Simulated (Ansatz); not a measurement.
# CdI2: equation of state

An exercise on one series of results from a longer session: the logs are not shown, and one member is left open.

Program: Ansatz 0.2.0. Level of theory: DFT PBEsol, scalar-relativistic. These are calculated values, not measurements.

### Starting point

It takes space group P-3m1 (No. 164, trigonal). Conventional cell: a = 4.244 Å, b = 4.244 Å, c = 6.859 Å, α = 90.00°, β = 90.00°, γ = 120.00°. Around Cd (site symmetry -3m) lie 6 I at 2.99 Å. Around I (site symmetry 3m) lie 3 Cd at 2.99 Å.

Structure file:

```
CELL_PARAMETERS angstrom
4.24400 0.00000 0.00000
-2.12200 3.67541 0.00000
0.00000 0.00000 6.85900
ATOMIC_POSITIONS crystal
Cd 0.00000 0.00000 0.00000
I 0.33333 0.66667 0.24920
I 0.66667 0.33333 0.75080
```

Atoms are numbered in the order of the input: Cd1, I2, I3.

Set-up of the first run:

input.yaml reads:

```yaml
crystal:
  lattice:
    - [4.1866408427, 0.0, 0.0]
    - [-2.0933204213, 3.6257373262, 0.0]
    - [0.0, 0.0, 6.7662994471]
  atoms:
    - { symbol: Cd, position: [0.0, 0.0, 0.0] }
    - { symbol: I, position: [0.3333333333, 0.6666666667, 0.2492] }
    - { symbol: I, position: [0.6666666667, 0.3333333333, 0.7508] }
kpoints:
  mp_grid: { grid: [8, 8, 5] }
  band_path:
    path:
      - [0.0, 0.0, 0.0]
      - [0.5, 0.0, 0.0]
      - [0.3333333333, 0.3333333333, 0.0]
      - [0.0, 0.0, 0.0]
      - [0.0, 0.0, 0.5]
      - [0.5, 0.0, 0.5]
      - [0.3333333333, 0.3333333333, 0.5]
      - [0.0, 0.0, 0.5]
      - [0.5, 0.0, 0.5]
    npoints: 5
scf:
  occupations: { method: fermi_dirac, width: 0.03 }
hamiltonian:
  xc: pbesol
  pseudopotentials: { kind: all_electron, lapw: { basis_error: 0.0005 } }
output:
  forces: true
  stress: true
  eigenvalues: true
```

The run is started by

```console
> ansatz run input.yaml --threads 1 --pin off --max-ram 4096MiB --backend cpu --events-out ev --progress --plain --runs-dir out
```

Steps of the session up to this table: Volume × 0.96, LAPW; Volume × 0.96, PAW; Volume × 0.96, crystal datasets; Volume × 0.99, LAPW; Volume × 0.99, PAW; Volume × 0.99, crystal datasets; Volume × 1.02, LAPW; Volume × 1.02, PAW; Volume × 1.02, crystal datasets; Volume × 1.06, LAPW; Volume × 1.06, PAW; Volume × 1.06, crystal datasets.

One table of the session follows, with a row left open; its other results are not shown here.

```
          method  volume (Å³/atom)  gap on the k mesh (eV)  largest force (eV/Å)
            LAPW            34.237                    2.33                 0.142
            LAPW            35.307                    2.31                 0.039
            LAPW            36.377                    2.28                 0.198
            LAPW            37.803                    2.19                 0.380
             PAW            34.237                    2.33                 0.142
             PAW            35.307                    2.30                 0.040
             PAW            36.377                       ?                     ?
             PAW            37.803                    2.19                 0.381
crystal datasets            34.237                    2.33                 0.142
crystal datasets            35.307                    2.31                 0.039
crystal datasets            36.377                    2.28                 0.198
crystal datasets            37.803                    2.19                 0.380
```

Estimate the missing values for PAW, 36.377.

The run gave: gap on the k mesh (eV): 2.28; largest force (eV/Å): 0.199.

To keep in mind: Warnings in the runs' records: gradients without spin orbit, crystal datasets made.
